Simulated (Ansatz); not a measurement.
TiO2:

```
Ti O
1.0
     6.15358   -1.88347    0.00000
     6.15358    1.88347    0.00000
    -1.92833    0.00000    6.32897
Ti O
4 8
Direct
  0.90007 0.90007 0.28960
  0.19529 0.19529 0.28376
  0.09993 0.09993 0.71040
  0.80471 0.80471 0.71624
  0.36193 0.36193 0.29340
  0.26349 0.26349 0.65250
  0.86719 0.86719 0.99529
  0.73651 0.73651 0.34750
  0.94165 0.94165 0.63002
  0.13281 0.13281 0.00471
  0.63807 0.63807 0.70660
  0.05835 0.05835 0.36998
```

The cell comes from a database or a generator and needn't be the stable form of this composition.

- Program: Ansatz 0.2.0
- Task: relaxation of cell and atoms
- Functional: BLYP
- Potentials or basis: Ansatz PAW
- Cutoff: 420 eV (not typed: the program's choice for these potentials)
- k mesh: 8 × 8 × 4
- Occupations: fermi-dirac, width 0.05 eV
- Spin: no spin polarisation

At the start: volume 12.23 Å³/atom.

Problem. Where does the relaxation end?

Solution. It ends after 9 steps and the volume is 12.46 Å³/atom (+1.9 %); space group C2/m (No. 12, to 0.05 Å).

Step by step:
```
step  energy change (eV)  largest force (eV/Å)  volume (Å³)
   1              0.0000                0.2387       146.71
   2             -0.0206                0.1576       148.65
   3             -0.0223                0.0651       149.39
   4             -0.0234                0.0303       149.53
   5             -0.0250                0.0439       149.32
   6             -0.0251                0.0039       149.35
   7             -0.0400                0.0038       149.35
   8             -0.0394                0.0060       149.50
   9             -0.0401                0.0059       149.50
```

Final structure:
```
CELL_PARAMETERS angstrom
6.18158 -1.88485 -0.01411
6.18158 1.88485 -0.01411
-1.95161 0.00000 6.42000
ATOMIC_POSITIONS crystal
Ti 0.89981 0.89981 0.28767
Ti 0.19258 0.19258 0.27883
Ti 0.10019 0.10019 0.71233
Ti 0.80742 0.80742 0.72117
O 0.36085 0.36085 0.29119
O 0.26499 0.26499 0.65742
O 0.86881 0.86881 0.99668
O 0.73501 0.73501 0.34258
O 0.94212 0.94212 0.63059
O 0.13119 0.13119 0.00332
O 0.63915 0.63915 0.70881
O 0.05788 0.05788 0.36941
```

Caveat: the plane-wave basis is chosen anew once the cell has moved, so the energies of steps on either side of that aren't comparable; the pressure holds a Pulay correction of +0.8 GPa for the finite cutoff; the PAW data sets come from PBE, with cores solved anew for the run's functional, which leaves a small shift of forces and pressure.
